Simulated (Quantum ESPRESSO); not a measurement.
A calculation with Quantum ESPRESSO 7.5 of SiC (Moissanite 3C) (native input, structure typed inline):

pw.in

```
&CONTROL
  calculation = 'scf'
  prefix = 'pwscf'
  outdir = './tmp'
  pseudo_dir = './pseudo'
  tprnfor = .true.
  tstress = .true.
  disk_io = 'low'
/
&SYSTEM
  ibrav = 0
  nat = 2
  ntyp = 2
  ecutwfc = 55
  ecutrho = 440
  nbnd = 9
  occupations = 'smearing'
  smearing = 'fd'
  degauss = 0.00367493
/
&ELECTRONS
  conv_thr = 4d-10
  electron_maxstep = 120
  mixing_beta = 0.5
/
ATOMIC_SPECIES
Si    28.0850 Si.pbe-n-rrkjus_psl.1.0.0.UPF
C     12.0110 C.pbe-n-kjpaw_psl.1.0.0.UPF
CELL_PARAMETERS angstrom
   0.0000000000    2.1790000000    2.1790000000
   2.1790000000    0.0000000000    2.1790000000
   2.1790000000    2.1790000000    0.0000000000
ATOMIC_POSITIONS crystal
Si     0.0000000000    0.0000000000    0.0000000000
C      0.7500000000    0.7500000000    0.7500000000
K_POINTS automatic
10 10 10 0 0 0
```

pp_density.in

```
&INPUTPP
  prefix = 'pwscf'
  outdir = './tmp'
  filplot = 'density.dat'
  plot_num = 0
/
&PLOT
  nfile = 1
  filepp(1) = 'density.dat'
  iflag = 3
  output_format = 6
  fileout = 'density.cube'
/
```

Contents of pp_potential.in:

```
&INPUTPP
  prefix = 'pwscf'
  outdir = './tmp'
  filplot = 'potential.dat'
  plot_num = 11
/
&PLOT
  nfile = 1
  filepp(1) = 'potential.dat'
  iflag = 3
  output_format = 6
  fileout = 'potential.cube'
/
```

Potentials or basis: SSSP 1.3 efficiency PBE.

The run is started by

```console
$ OMP_NUM_THREADS=1 pw.x -in pw.in > pw.out
$ OMP_NUM_THREADS=1 pp.x -in pp_density.in > pp_density.out
$ OMP_NUM_THREADS=1 pp.x -in pp_potential.in > pp_potential.out
```

Q: Write the same calculation in another form: ASE script, structure from a POSCAR.

A: As run:

run.py

```python
import numpy as np
from ase.calculators.espresso import Espresso, EspressoProfile
from ase.io import read

atoms = read('POSCAR')

input_data = {
    'control': {'calculation': 'scf', 'prefix': 'pwscf', 'outdir': './tmp', 'tprnfor': True, 'tstress': True, 'disk_io': 'nowf'},
    'system': {'ecutwfc': 55.0, 'ecutrho': 440.0, 'nbnd': 9, 'occupations': 'smearing', 'smearing': 'fd', 'degauss': 0.00367493},
    'electrons': {'conv_thr': 4e-10, 'electron_maxstep': 120, 'mixing_beta': 0.5},
}
pseudopotentials = {'Si': 'Si.pbe-n-rrkjus_psl.1.0.0.UPF', 'C': 'C.pbe-n-kjpaw_psl.1.0.0.UPF'}
profile = EspressoProfile(command='pw.x', pseudo_dir='pseudo')
atoms.calc = Espresso(profile=profile, input_data=input_data, pseudopotentials=pseudopotentials, kpts=(10, 10, 10), koffset=(0, 0, 0))

print(f'energy {atoms.get_potential_energy():.8f} eV')
print('forces (eV/A)')
print(np.round(atoms.get_forces(), 6))
print('stress (eV/A^3, Voigt)')
print(np.round(atoms.get_stress(), 8))
print(f'Fermi level {atoms.calc.get_fermi_level():.4f} eV')
```

Contents of POSCAR:

```
SiC
1.0
    0.0000000000      2.1790000000      2.1790000000
    2.1790000000      0.0000000000      2.1790000000
    2.1790000000      2.1790000000      0.0000000000
Si C
1 1
Direct
    0.0000000000      0.0000000000      0.0000000000
    0.7500000000      0.7500000000      0.7500000000
```

Potentials or basis: SSSP 1.3 efficiency PBE.

Launch:

```bash
$ OMP_NUM_THREADS=1 python run.py
```

Both were run:

|  | native input, structure typed inline | ASE script, structure from a POSCAR |
| --- | --- | --- |
| Pressure | 3.5 GPa | 3.5 GPa |
| Band gap on the k mesh | 1.36 eV, indirect (least direct gap 4.55 eV) | 1.36 eV, indirect (least direct gap 4.55 eV) |

Keys that steer only the numerical path or the files written may differ.
